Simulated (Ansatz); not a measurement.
The system is Ga2O3.

```
Ga O
1.0
     6.10700   -1.51855    0.00000
     6.10700    1.51855    0.00000
    -1.38599    0.00000    5.63001
Ga O
4 6
Direct
  0.34134 0.34134 0.68598
  0.65866 0.65866 0.31402
  0.90950 0.90950 0.20540
  0.09050 0.09050 0.79460
  0.50410 0.50410 0.74340
  0.49590 0.49590 0.25660
  0.82670 0.82670 0.43680
  0.17330 0.17330 0.56320
  0.83550 0.83550 0.89020
  0.16450 0.16450 0.10980
```

```yaml
Program: Ansatz 0.2.0
Task: relaxation of cell and atoms
Functional: RPBE
Dispersion: D4
Potentials_or_basis: Ansatz PAW
Cutoff: "420 eV (not typed: the program's choice for these potentials)"
k_mesh: 9 × 9 × 5
Occupations: fermi-dirac, width 0.05 eV
Spin: no spin polarisation
```

At the start: volume 10.44 Å³/atom.

Task: How do energy, volume and symmetry change on relaxing?

Result: It ends after 9 steps and the volume is 10.58 Å³/atom (+1.3 %); space group C2/m (No. 12, to 0.05 Å).

Step by step:
```tsv
step	energy change (eV)	largest force (eV/Å)	volume (Å³)
1	0.0000	0.2928	104.42
2	-0.0248	0.1409	105.15
3	-0.0299	0.0395	105.78
4	-0.0307	0.0240	105.71
5	-0.0307	0.0158	105.73
6	-0.0307	0.0014	105.74
7	-0.0365	0.0010	105.74
8	-0.0363	0.0007	105.79
9	-0.0365	0.0007	105.79
```

Final structure:
```
Ga O
1.0
     6.11241   -1.52822    0.00070
     6.11241    1.52822    0.00070
    -1.38658    0.00000    5.66248
Ga O
4 6
Direct
  0.34067 0.34067 0.68738
  0.65933 0.65933 0.31262
  0.90848 0.90848 0.20387
  0.09152 0.09152 0.79613
  0.50374 0.50374 0.74702
  0.49626 0.49626 0.25298
  0.82798 0.82798 0.43982
  0.17202 0.17202 0.56018
  0.83079 0.83079 0.89107
  0.16921 0.16921 0.10893
```

Caveat: the plane-wave basis is chosen anew once the cell has moved, so the energies of steps on either side of that aren't comparable; the pressure holds a Pulay correction of +0.7 GPa for the finite cutoff; the PAW data sets come from PBE, with cores solved anew for the run's functional, which leaves a small shift of forces and pressure.
